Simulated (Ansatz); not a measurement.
## KBr: an elastic constant from a strain scan

Level of theory: DFT PBE, scalar-relativistic, plane waves, PAW in Ansatz. Settings: plane waves to 420 eV, k-mesh 6×6×6 (Γ-centred), Gaussian smearing 0.05 eV. No spin polarisation. Energies are free energies at this smearing, counted from the undisturbed cell; pressure is positive in compression.

The undisturbed cell (as given, not relaxed at this level; it stands at 0.8 GPa):

```
K Br
1.0
     0.00000    3.29250    3.29250
     3.29250    0.00000    3.29250
     3.29250    3.29250    0.00000
K Br
1 1
Cartesian
  0.0000 0.0000 0.0000
  3.2925 3.2925 3.2925
```

The cell is strained by ε times the Voigt pattern (0, 0, 0, 1, 0, 0) (xx, yy, zz, yz, xz, xy; engineering shear) with fractional coordinates fixed. The cell holds 2 atoms in V0 = 71.39 Å³. The stress column is τ = (1/V0) dE/dε, got from the stress tensor σ (compression positive) at each point as −det(1 + εP) σ : P(1 + εP)⁻¹, with P the pattern as a tensor.

```
      ε  ΔE (meV/atom)  τ (GPa)
-0.0875          4.633   -0.481
-0.0750          3.394   -0.410
-0.0625          2.350   -0.340
-0.0500          1.502   -0.271
-0.0375          0.843   -0.202
-0.0250          0.374   -0.135
-0.0125          0.094   -0.067
 0.0000          0.000    0.000
 0.0125          0.094    0.067
 0.0250          0.374    0.135
 0.0375          0.843    0.202
 0.0500          1.502    0.271
 0.0625          2.350    0.340
 0.0750          3.394    0.410
 0.0875          4.633    0.481
 0.1000              ?        ?
```

Problem. Which combination of elastic constants does this scan measure, and how large is it?

Solution. For small ε, τ = τ0 + Kε with K = pᵀCp, which for this pattern is C44 in the cubic axes. The parabola through τ at ε = -0.0125, 0 and 0.0125 has slope K = 5.4 GPa at zero. The energies per cell, E = NΔE, of the wider pair ε = ±0.0250 give K = 2[E(ε₊)/ε₊ − E(ε₋)/ε₋]/[(ε₊ − ε₋)V0] = 5.4 GPa, in agreement. The start is under stress, which shifts K from the elastic constant by about the size of that stress.

Problem. Predict the withheld row at ε = 0.1000 from the harmonic law, and compare.

Solution. ΔE = V0(τ0 ε + Kε²/2)/N = 5.985 meV/atom and τ = 0.54 GPa. The calculation gives 6.072 meV/atom and 0.55 GPa, a miss of 1.5 % of the harmonic energy, so the harmonic law still holds here.